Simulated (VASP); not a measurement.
# CdTe (F-43m) in VASP: a series of runs, part 2 of 3

VASP 6.6.1. Earlier steps stand in the parts before.

## Step 3: Relaxation of cell and atoms, PBEsol

This run uses another cell than the first one, of 34.26 Å³/atom, 1.041 times its volume.

File INCAR:

```
SYSTEM = CdTe
ALGO     = Normal         ! electronic algorithm
EDIFF    = 1E-7           ! SCF threshold, eV
EDIFFG   = -0.005         ! ionic threshold
ENCUT    = 600            ! plane-wave cutoff, eV
GGA      = PS             ! functional
IBRION   = 2              ! ionic algorithm
ISIF     = 3              ! what is computed and relaxed
ISMEAR   = 0              ! smearing method
LASPH    = .TRUE.         ! aspherical terms in the spheres
LCHARG   = .FALSE.        ! write CHGCAR
LREAL    = .FALSE.        ! projectors in reciprocal space
LWAVE    = .FALSE.        ! write WAVECAR
NELM     = 80             ! most SCF steps
NSW      = 90             ! ionic steps
PREC     = Accurate       ! precision mode
SIGMA    = 0.03           ! smearing width, eV
```

File KPOINTS:

```
k-points
0
G
  8 8 8
  0 0 0
```

File POSCAR:

```
CdTe                                    
1.0
    0.0000000000      3.2477981882      3.2477981882
    3.2477981882      0.0000000000      3.2477981882
    3.2477981882      3.2477981882      0.0000000000
  Cd              Te            
     1     1
Direct
     0.0000000000000000    0.0000000000000000    0.0000000000000000
     0.2500000000000000    0.2500000000000000    0.2500000000000000
```

Potentials or basis: VASP PAW PBE potentials, release 64 (Cd, Te).

Command:

```sh
$ cat potpaw_PBE.64/Cd/POTCAR potpaw_PBE.64/Te/POTCAR > POTCAR
$ mpirun -np 1 vasp_std > vasp.out
```

OUTCAR:

```text
SYSTEM = CdTe
   EDIFF = 1E-7
   EDIFFG = -0.005
   ENCUT = 600
   GGA = PS
   IBRION = 2
   ISIF = 3
   ISMEAR = 0
   LASPH = .TRUE.
   LREAL = .FALSE.
   NELM = 80
   NSW = 90
   PREC = Accurate

 ion  position               nearest neighbor table
   1  0.000  0.000  0.000-   2 2.81   2 2.81   2 2.81   2 2.81
   2  0.250  0.250  0.250-   1 2.81   1 2.81   1 2.81   1 2.81

  LATTYP: Found a face centered cubic cell.
 ALAT       =     6.4955963764

  Lattice vectors:

 A1 = (   0.0000000000,   3.2477981882,   3.2477981882)
 A2 = (   3.2477981882,   0.0000000000,   3.2477981882)
 A3 = (   3.2477981882,   3.2477981882,   0.0000000000)

Analysis of symmetry for initial positions (statically):
=====================================================================
 Subroutine PRICEL returns:
 Original cell was already a primitive cell.

 Routine SETGRP: Setting up the symmetry group for a
 face centered cubic supercell.

 Subroutine GETGRP returns: Found 24 space group operations
 (whereof 24 operations were pure point group operations)
 out of a pool of 48 trial point group operations.

The static configuration has the point symmetry T_d .

Analysis of symmetry for dynamics (positions and initial velocities):
=====================================================================
 Subroutine PRICEL returns:
 Original cell was already a primitive cell.

 Routine SETGRP: Setting up the symmetry group for a
 face centered cubic supercell.

 Subroutine GETGRP returns: Found 24 space group operations
 (whereof 24 operations were pure point group operations)
 out of a pool of 48 trial point group operations.

The dynamic configuration has the point symmetry T_d .

 Subroutine INISYM returns: Found 24 space group operations
 (whereof 24 operations are pure point group operations),
 and found     1 'primitive' translations

----------------------------------------------------------------------------------------

                                     Primitive cell

  volume of cell :      68.5168

  direct lattice vectors                    reciprocal lattice vectors
     0.000000000  3.247798188  3.247798188    -0.153950452  0.153950452  0.153950452
     3.247798188  0.000000000  3.247798188     0.153950452 -0.153950452  0.153950452
     3.247798188  3.247798188  0.000000000     0.153950452  0.153950452 -0.153950452

  length of vectors
     4.593080246  4.593080246  4.593080246     0.266650005  0.266650005  0.266650005

  position of ions in fractional coordinates (direct lattice)
     0.000000000  0.000000000  0.000000000
     0.250000000  0.250000000  0.250000000

  ion indices of the primitive-cell ions
   primitive index   ion index
                 1           1
                 2           2

----------------------------------------------------------------------------------------

 KPOINTS: k-points

Automatic generation of k-mesh.
 Grid dimensions read from file:
 generate k-points for:    8    8    8

 Generating k-lattice:

  Cartesian coordinates                     Fractional coordinates (reciprocal lattice)
    -0.019243807  0.019243807  0.019243807     0.125000000  0.000000000  0.000000000
     0.019243807 -0.019243807  0.019243807     0.000000000  0.125000000  0.000000000
[... 42 lines left out ...]
   total plane-waves  NPLWV =  64000
   dimension x,y,z NGX =    40 NGY =   40 NGZ =   40
   dimension x,y,z NGXF=    80 NGYF=   80 NGZF=   80
   ions per type =               1   1
   NGX,Y,Z   is equivalent  to a cutoff of  14.48, 14.48, 14.48 a.u.
   NGXF,Y,Z  is equivalent  to a cutoff of  28.96, 28.96, 28.96 a.u.
 SYSTEM =  CdTe
   PREC   = accura    normal or accurate (medium, high low for compatibility)
   ISTART =      0    job   : 0-new  1-cont  2-samecut
   ICHARG =      2    charge: 1-file 2-atom 10-const
   ISPIN  =      1    spin polarized calculation?
   LNONCOLLINEAR =      F non collinear calculations
   LSORBIT =      F    spin-orbit coupling
   LASPH  =      T    aspherical Exc in radial PAW
   ENCUT  =  600.0 eV  44.10 Ry    6.64 a.u.   9.17  9.17  9.17*2*pi/ulx,y,z
   NELM   =     80;   NELMIN=  2; NELMDL= -5     # of ELM steps
   EDIFF  = 0.1E-06   stopping-criterion for ELM
   LREAL  =      F    real-space projection
   EDIFFG = -.5E-02   stopping-criterion for IOM
   NSW    =     90    number of steps for IOM
   IBRION =      2    ionic relax: 0-MD 1-quasi-New 2-CG
   NFREE  =      1    steps in history (QN), initial steepest desc. (CG)
   ISIF   =      3    stress and relaxation
   ISYM   =      2    0-nonsym 1-usesym 2-fastsym
   POTIM  = 0.5000    time-step for ionic-motion
   TEBEG  =    0.0;   TEEND  =   0.0 temperature during run
   PSTRESS=    0.0 pullay stress
   NELECT =      18.0000    total number of electrons
   NUPDOWN=      -1.0000    fix difference up-down
   EMIN   =  10.00;   EMAX   =-10.00  energy-range for DOS
   EFERMI =   0.00;   METHOD = LEGACY
   ISMEAR =     0;   SIGMA  =   0.03  broadening in eV -4-tet -1-fermi 0-gaus
   EFERMI_NEDOS =   21; number of points for ismear=-14 and -15
   IALGO  =     38    algorithm
   IMIX   =      4    mixing-type and parameters
     AMIX     =   0.40;   BMIX     =  1.00
     AMIX_MAG =   1.60;   BMIX_MAG =  1.00
  volume/ion in A,a.u.               =      34.26       231.19
  Fermi-wavevector in a.u.,A,eV,Ry     =   1.048496  1.981369 14.957471  1.099343
  Thomas-Fermi vector in A             =   2.183420
   LORBIT       =      0    0 simple, 1 ext, 2 COOP (PROOUT), +10 PAW based schemes
   GGA     = PS    functional components
   LHFCALC =     F    Hartree Fock is set to
   AEXX    =    0.0000 exact exchange contribution
   IVDW    =     0    specifies the selected vdW correction
   LEPSILON=     F    determine dielectric tensor
   LRPA    =     F    only Hartree local field effects (RPA)
 conjugate gradient relaxation of ions
 non-spin polarized calculation
 Gauss-broadening in eV      SIGMA  =   0.03
  energy-cutoff  :      600.00
  volume of cell :       68.52
 maximum number of plane-waves:      2303
 NGX is ok and might be reduce to    40
   NGX = 19   NGY = 19   NGZ = 19

 number of electron      17.9999998 magnetization

 Free energy of the ion-electron system (eV)
  ---------------------------------------------------
  ext. energy  EPLUGINS =         0.00000000
  ---------------------------------------------------
  free energy    TOTEN  =        -5.48951773 eV

  energy without entropy =       -5.48951773  energy(sigma->0) =       -5.48951773

 E-fermi :   2.2763     XC(G=0):  -8.7515

 val. band max:        2.1496956691   @ k =   0.0000   0.0000   0.0000
 cond. band min:       2.7920660258   @ k =   0.0000   0.0000   0.0000
 fundamental gap:      0.6423703567
 Fermi energy:         2.2763351945

 k-point     1 :       0.0000    0.0000    0.0000
  band No.  band energies     occupation
      1      -9.0241      2.00000
      2      -6.0827      2.00000
      3      -6.0827      2.00000
      4      -6.0827      2.00000
      5      -5.8227      2.00000
      6      -5.8227      2.00000
      7       2.1497      2.00000
      8       2.1497      2.00000
      9       2.1497      2.00000
     10       2.7921      0.00000
     11       6.7008      0.00000
     12       6.7008      0.00000
     13       6.7008      0.00000
[... 354 lines left out ...]
  band No.  band energies     occupation
      1      -8.5636      2.00000
      2      -5.9949      2.00000
      3      -5.9824      2.00000
      4      -5.8386      2.00000
      5      -5.8174      2.00000
      6      -5.3892      2.00000
      7      -2.0970      2.00000
      8       0.0755      2.00000
      9       0.8827      2.00000
     10       5.3121      0.00000
     11       6.6619      0.00000
     12       8.0605      0.00000
     13       9.2331      0.00000

 [... further k-points ...]

------------------------ aborting loop because EDIFF is reached ----------------------------------------

  FORCE on cell =-STRESS in cart. coord.  units (eV):
  Direction    XX          YY          ZZ          XY          YZ          ZX
  --------------------------------------------------------------------------------------
  -------------------------------------------------------------------------------------
  Total        0.0011062      0.0011062      0.0011062      0.0000000     -0.0000000      0.0000000
  in kB        0.0258680      0.0258680      0.0258680      0.0000000     -0.0000000      0.0000000
  external PRESSURE =       0.0258680 kB  Pullay stress =       0.0000000 kB

 VOLUME and BASIS-vectors are now :
 -----------------------------------------------------------------------------
  energy-cutoff  :      600.00
  volume of cell :       68.52
      direct lattice vectors                 reciprocal lattice vectors
     0.000000000  3.247798188  3.247798188    -0.153950452  0.153950452  0.153950452
     3.247798188  0.000000000  3.247798188     0.153950452 -0.153950452  0.153950452
     3.247798188  3.247798188  0.000000000     0.153950452  0.153950452 -0.153950452

 POSITION                                       TOTAL-FORCE (eV/Angst)
 -----------------------------------------------------------------------------------
      0.00000      0.00000      0.00000        -0.000000      0.000000     -0.000000
      1.62390      1.62390      1.62390         0.000000     -0.000000      0.000000
 -----------------------------------------------------------------------------------
    total drift:                               -0.000000     -0.000000     -0.000000

  FREE ENERGIE OF THE ION-ELECTRON SYSTEM (eV)
  ---------------------------------------------------
  free  energy   TOTEN  =        -5.4895177273 eV

  energy  without entropy=       -5.4895177273  energy(sigma->0) =       -5.48951773

 reached required accuracy - stopping structural energy minimisation
```

Run time: 16 s. Hardware: 1 thread of Intel Xeon 6975P-C (Granite Rapids), shared host; peak memory 0.25 GiB.

Results:

```yaml
Free_energy: -5.4895 eV
Pressure_after_relaxing: 0.0 GPa
Band_gap_on_the_k_mesh: 0.64 eV, direct
```

Final structure:
```xyz
2
Lattice="0.0000 3.2478 3.2478 3.2478 0.0000 3.2478 3.2478 3.2478 0.0000" Properties=species:S:1:pos:R:3 pbc="T T T"
Cd    0.0000    0.0000    0.0000
Te    1.6239    1.6239    1.6239
```

Caveat: the relaxation stopped at its first step, so nothing moved; the PAW data sets were made with another functional, which shifts forces and pressure a little; spin-orbit coupling is left out, which moves the levels of the heavy elements.

(Continued in part 3 of 3.)
